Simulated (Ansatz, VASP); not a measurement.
Given: the input of a run of VASP 6.6.1 on PbSe (Clausthalite).

Contents of INCAR:

```
SYSTEM = PbSe
ALGO = Normal ; EDIFF = 1E-6
EDIFFG = -0.005 ; ENCUT = 600
GGA = RE ; IBRION = 2
ISIF = 3 ; ISMEAR = -1
IVDW = 12 ; LASPH = .TRUE.
LCHARG = .FALSE. ; LREAL = .FALSE.
LWAVE = .FALSE. ; NELM = 60
NSW = 80 ; PREC = Accurate
SIGMA = 0.05
```

File KPOINTS:

```
k-points
0
G
  8 8 8
  0 0 0
```

POSCAR

```
PbSe
1.0
    0.0000000000      3.0606500000      3.0606500000
    3.0606500000      0.0000000000      3.0606500000
    3.0606500000      3.0606500000      0.0000000000
Pb Se
1 1
Direct
    0.0000000000      0.0000000000      0.0000000000
    0.5000000000      0.5000000000      0.5000000000
```

Potentials or basis: VASP PAW PBE potentials, release 64 (Pb_d, Se).

Launch:

```sh
$ cat potpaw_PBE.64/Pb_d/POTCAR potpaw_PBE.64/Se/POTCAR > POTCAR
$ mpirun -np 1 vasp_std > vasp.out
```

**Question.** Set up the same calculation for Ansatz 0.2.0. Potentials there: all-electron LAPW, scalar-relativistic.

**Answer.** As run (the cutoff follows the program's own potentials):

The input input.yaml:

```yaml
crystal:
  lattice:
    - [0.0, 3.06065, 3.06065]
    - [3.06065, 0.0, 3.06065]
    - [3.06065, 3.06065, 0.0]
  atoms:
    - { symbol: Pb, position: [0.0, 0.0, 0.0] }
    - { symbol: Se, position: [0.5, 0.5, 0.5] }
kpoints:
  mp_grid: { grid: [8, 8, 8] }
scf:
  occupations: { method: fermi_dirac, width: 0.05 }
hamiltonian:
  xc: revpbe
  dispersion: d3bj
  pseudopotentials: { kind: all_electron, lapw: { basis_error: 0.001 } }
output:
  forces: true
  stress: true
relax:
  f_tol: 0.005
  max_steps: 60
  cell: {}
```

Potentials or basis: all-electron LAPW, scalar-relativistic.

Command:

```console
$ ansatz run input.yaml --threads 1 --pin off --max-ram 3072MiB --backend cpu --events-out ev --progress --plain --runs-dir out
```

Both were run:

|  | VASP | Ansatz | Ansatz less VASP |
| --- | --- | --- | --- |
| relaxed volume (Å³/atom) | 28.54 | 28.54 | -0.004 |
| relaxed cell length with the largest relative difference (Å) | 4.322 | 4.322 | -0.0002 |

Ansatz ran all-electron here, so the differences hold the error of VASP's frozen core and of both bases.

Caveats: the PAW data sets were made with another functional, which shifts forces and pressure a little (VASP).
